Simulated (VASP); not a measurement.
# Settings for Al: nudged elastic band

Al, slab, 13 atoms in the cell. PBE, nudged elastic band; PAW potentials Al (PBE set). VASP 6.6.1.

Wanted: barrier within 0.02 eV.

Path: Al hops from a hollow site to the next hollow site of Al(100); Moving images: 3.

The series start from Cutoff ENCUT (eV): 250; k mesh: 3 × 3 × 1; SCF threshold EDIFF (eV): 1e-5; PREC: Normal; LREAL: no. Each series keeps the choices made before it, and each single choice may use up half of a tolerance. Times cover all steps of a run.

## Cutoff ENCUT (eV)

| Cutoff ENCUT (eV) | Barrier (eV) | Time (s) |
|---|---|---|
| 200 | 0.734 | 302 |
| 250 | 0.738 | 502 |
| 300 | 0.742 | 534 |
| 350 | 0.745 | 634 |
| 400 (reference) | 0.744 | 836 |

Chosen: 250, the loosest value from which every tighter one stays within half of the tolerance.

## k mesh

| k mesh | Barrier (eV) | Time (s) |
|---|---|---|
| 2 × 2 × 1 | 0.924 | 300 |
| 3 × 3 × 1 | 0.738 | 502 |
| 4 × 4 × 1 (reference) | 0.766 | 398 |

Chosen: 4 × 4 × 1; the next looser run is off by more than half of the tolerance, so convergence isn't shown beyond this value.

## SCF threshold EDIFF (eV)

| SCF threshold EDIFF (eV) | Barrier (eV) | Time (s) |
|---|---|---|
| 0.001 | 0.766 | 256 |
| 0.0001 | 0.767 | 384 |
| 1e-5 | 0.766 | 398 |
| 1e-6 (reference) | 0.766 | 536 |

Chosen: 0.001.

## PREC

| PREC | Barrier (eV) | Time (s) |
|---|---|---|
| Normal | 0.766 | 256 |
| Accurate | 0.767 | 420 |

Chosen: Normal; no other choice that stays within half of the tolerance saves 30 % of the time.

## LREAL

| LREAL | Barrier (eV) | Time (s) |
|---|---|---|
| no | 0.766 | 256 |
| Auto | 0.766 | 218 |

Chosen: no.

## All choices together

| Input | Barrier (eV) | Time (s) |
|---|---|---|
| chosen settings | 0.766 | 256 |
| reference settings throughout | 0.771 | 1057 |

The chosen settings stay within the tolerance of the reference run, but the reference itself isn't shown to be converged in: k mesh.

## The input

INCAR.step1:
```
ALGO = Normal ; EDIFF = 0.001
EDIFFG = -0.02 ; ENCUT = 250
IBRION = 2 ; ISIF = 2
ISMEAR = 1 ; KPAR = 3
LASPH = True ; LCHARG = False
LREAL = False ; LWAVE = False
NELM = 100 ; NSW = 100
POTIM = 0.5 ; PREC = Normal
SIGMA = 0.1
```

INCAR.step3, as INCAR.step1 but for:
```
- EDIFFG = -0.02
- IBRION = 2
- ISIF = 2
- KPAR = 3
- POTIM = 0.5
+ EDIFFG = -0.05
+ IBRION = 1
+ IMAGES = 3
+ POTIM = 0.3
+ SPRING = -5
```

KPOINTS:
```
Automatic mesh
0
Gamma
  4 4 1
  0 0 0
```

00/POSCAR:
```
Al
1.0
    5.7270133843      0.0000000000      0.0000000000
    0.0000000000      5.7270133843      0.0000000000
    0.0000000000      0.0000000000     19.2196100000
Al
13
Selective dynamics
Direct
    0.0000000000      0.0000000000      0.3121811525  F F F
    0.5000000000      0.0000000000      0.3121811525  F F F
    0.0000000000      0.5000000000      0.3121811525  F F F
    0.5000000000      0.5000000000      0.3121811525  F F F
    0.2500000000      0.2500000000      0.4175438628  T T T
    0.7500000000      0.2500000000      0.4139248844  T T T
    0.2500000000      0.7500000000      0.4139248844  T T T
    0.7500000000      0.7500000000      0.4086712573  T T T
    0.9880095363      0.9880095363      0.5136632824  T T T
    0.5119904637      0.9880095363      0.5136632824  T T T
    0.9880095363      0.5119904637      0.5136632824  T T T
    0.5119904637      0.5119904637      0.5136632824  T T T
    0.2500000000      0.2500000000      0.5963550985  T T T
```

01/POSCAR:
```
Al
1.0
    5.7270133843      0.0000000000      0.0000000000
    0.0000000000      5.7270133843      0.0000000000
    0.0000000000      0.0000000000     19.2196100000
Al
13
Selective dynamics
Direct
    0.0000000000      0.0000000000      0.3121811525  F F F
    0.5000000000      0.0000000000      0.3121811525  F F F
    0.0000000000      0.5000000000      0.3121811525  F F F
    0.5000000000      0.5000000000      0.3121811525  F F F
    0.2499663982      0.2500040766      0.4162482040  T T T
    0.7506827033      0.2500034889      0.4147101148  T T T
    0.2492374016      0.7499761222      0.4121573047  T T T
    0.7514271424      0.7499854436      0.4097040015  T T T
    0.9970544241      0.9900571146      0.5143911682  T T T
    0.5109274220      0.9801155133      0.5108046062  T T T
    0.9970545439      0.5099431676      0.5143909858  T T T
    0.5109268239      0.5198840148      0.5108047221  T T T
    0.3738144704      0.2500330434      0.6020847958  T T T
```

02/POSCAR:
```
Al
1.0
    5.7270133843      0.0000000000      0.0000000000
    0.0000000000      5.7270133843      0.0000000000
    0.0000000000      0.0000000000     19.2196100000
Al
13
Selective dynamics
Direct
    0.0000000000      0.0000000000      0.3121811525  F F F
    0.5000000000      0.0000000000      0.3121811525  F F F
    0.0000000000      0.5000000000      0.3121811525  F F F
    0.5000000000      0.5000000000      0.3121811525  F F F
    0.2496007961      0.2499949153      0.4152903782  T T T
    0.7505822836      0.2500049366      0.4155905818  T T T
    0.2484087320      0.7499843555      0.4104719239  T T T
    0.7517250856      0.7500161033      0.4108416782  T T T
    1.0061726603      0.9891825941      0.5141281649  T T T
    0.4968834953      0.9766180296      0.5093321941  T T T
    1.0061729163      0.5108174312      0.5141281581  T T T
    0.4968830711      0.5233819889      0.5093321896  T T T
    0.4990399741      0.2499996843      0.6063116838  T T T
```

03/POSCAR:
```
Al
1.0
    5.7270133843      0.0000000000      0.0000000000
    0.0000000000      5.7270133843      0.0000000000
    0.0000000000      0.0000000000     19.2196100000
Al
13
Selective dynamics
Direct
    0.0000000000      0.0000000000      0.3121811525  F F F
    0.5000000000      0.0000000000      0.3121811525  F F F
    0.0000000000      0.5000000000      0.3121811525  F F F
    0.5000000000      0.5000000000      0.3121811525  F F F
    0.2493288867      0.2500035904      0.4146936751  T T T
    0.7500461071      0.2500039814      0.4162680369  T T T
    0.2485825359      0.7499859112      0.4096802723  T T T
    0.7507728323      0.7499755401      0.4121814218  T T T
    1.0035781323      0.9900575935      0.5143914833  T T T
    0.4887632229      0.9801182374      0.5108060067  T T T
    1.0035780091      0.5099426665      0.5143913007  T T T
    0.4887640048      0.5198810100      0.5108062263  T T T
    0.6260387380      0.2500322895      0.6020797230  T T T
```

04/POSCAR:
```
Al
1.0
    5.7270133843      0.0000000000      0.0000000000
    0.0000000000      5.7270133843      0.0000000000
    0.0000000000      0.0000000000     19.2196100000
Al
13
Selective dynamics
Direct
    0.0000000000      0.0000000000      0.3121811525  F F F
    0.5000000000      0.0000000000      0.3121811525  F F F
    0.0000000000      0.5000000000      0.3121811525  F F F
    0.5000000000      0.5000000000      0.3121811525  F F F
    0.2500000000      0.2500000000      0.4139283366  T T T
    0.7500000000      0.2500000000      0.4175486747  T T T
    0.2500000000      0.7500000000      0.4086678819  T T T
    0.7500000000      0.7500000000      0.4139283366  T T T
    1.0120010424      0.9879989576      0.5136633431  T T T
    0.4879989576      0.9879989576      0.5136633431  T T T
    1.0120010424      0.5120010424      0.5136633431  T T T
    0.4879989576      0.5120010424      0.5136633431  T T T
    0.7500000000      0.2500000000      0.5963472701  T T T
```

POSCAR.step1:
```
Al
1.0
    5.7270133843      0.0000000000      0.0000000000
    0.0000000000      5.7270133843      0.0000000000
    0.0000000000      0.0000000000     19.2196100000
Al
13
Selective dynamics
Direct
    0.0000000000      0.0000000000      0.3121811525  F F F
    0.5000000000      0.0000000000      0.3121811525  F F F
    0.0000000000      0.5000000000      0.3121811525  F F F
    0.5000000000      0.5000000000      0.3121811525  F F F
    0.2500000000      0.2500000000      0.4175321456  T T T
    0.7500000000      0.2500000000      0.4175321456  T T T
    0.2500000000      0.7500000000      0.4175321456  T T T
    0.7500000000      0.7500000000      0.4175321456  T T T
    0.0000000000      0.0000000000      0.5228831386  T T T
    0.5000000000      0.0000000000      0.5228831386  T T T
    0.0000000000      0.5000000000      0.5228831386  T T T
    0.5000000000      0.5000000000      0.5228831386  T T T
    0.2500000000      0.2500000000      0.5871283392  T T T
```

POSCAR.step2:
```
Al
1.0
    5.7270133843      0.0000000000      0.0000000000
    0.0000000000      5.7270133843      0.0000000000
    0.0000000000      0.0000000000     19.2196100000
Al
13
Selective dynamics
Direct
    0.0000000000      0.0000000000      0.3121811525  F F F
    0.5000000000      0.0000000000      0.3121811525  F F F
    0.0000000000      0.5000000000      0.3121811525  F F F
    0.5000000000      0.5000000000      0.3121811525  F F F
    0.2500000000      0.2500000000      0.4175321456  T T T
    0.7500000000      0.2500000000      0.4175321456  T T T
    0.2500000000      0.7500000000      0.4175321456  T T T
    0.7500000000      0.7500000000      0.4175321456  T T T
    0.0000000000      0.0000000000      0.5228831386  T T T
    0.5000000000      0.0000000000      0.5228831386  T T T
    0.0000000000      0.5000000000      0.5228831386  T T T
    0.5000000000      0.5000000000      0.5228831386  T T T
   -0.2500000000      0.2500000000      0.5871283392  T T T
```

Commands (each step's output is kept before the next begins):
```
cat potpaw_PBE.64/Al/POTCAR > POTCAR
cp INCAR.step1 INCAR
cp POSCAR.step1 POSCAR
mpirun -np 3 vasp_std > vasp.out
cp POSCAR.step2 POSCAR
mpirun -np 3 vasp_std > vasp.out
# 00 and 04 hold the relaxed ends; the images between are interpolated (pair-distance (IDPP))
cp INCAR.step3 INCAR
mpirun -np 3 vasp_std > vasp.out
```

Limits: the slab is thin and the surface cell small, so the value carries both errors.

The chosen input took VASP 6.6.1 256 s on 3 cores (Intel Xeon Platinum 8259CL @ 2.50GHz (Skylake/Cascade Lake)), a shared host.
